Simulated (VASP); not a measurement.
Here is a VASP 6.6.1 calculation.

INCAR

```
PREC = Accurate ; ENCUT = 600
EDIFF = 1E-6 ; ISMEAR = 0
SIGMA = 0.03 ; LREAL = False
LASPH = True ; NELM = 80
ALGO = Normal ; ISIF = 3
LWAVE = False ; LCHARG = False
GGA = PS ; IBRION = 2
NSW = 90 ; EDIFFG = -0.01
KPAR = 2
```

Contents of KPOINTS:

```
regular mesh
0
Gamma
  8 8 6
```

Contents of POSCAR:

```
ZrO2
1.0
    3.5961000000      0.0000000000      0.0000000000
    0.0000000000      3.5961000000      0.0000000000
    0.0000000000      0.0000000000      5.1770000000
Zr O
2 4
Direct
    0.0000000000      0.0000000000      0.0000000000
    0.5000000000      0.5000000000      0.5000000000
    0.0000000000      0.5000000000      0.2030000000
    0.0000000000      0.5000000000      0.7030000000
    0.5000000000      0.0000000000      0.2970000000
    0.5000000000      0.0000000000      0.7970000000
```

Potentials or basis: VASP PAW PBE potentials, release 64 (Zr_sv, O).

Command:

```sh
$ cat potpaw_PBE.64/Zr_sv/POTCAR potpaw_PBE.64/O/POTCAR > POTCAR
$ mpirun -np 2 vasp_std > vasp.out
```

Task: Estimate the band gap on the k mesh.

Result: 3.99 eV, indirect (least direct gap 4.09 eV).

Task: Predict the space group after relaxing (to 0.05 Å).

Result: P4_2/nmc (No. 137).

Forces in eV/Å, atoms in the order of the input:
```
Zr   0.000  0.000  0.000
Zr   0.000  0.000  0.000
O    0.000  0.000 -0.003
O    0.000  0.000 -0.003
O    0.000  0.000  0.003
O    0.000  0.000  0.003
```

Caveat: the PAW data sets were made with another functional, which shifts forces and pressure a little. A k mesh can miss the band edges.
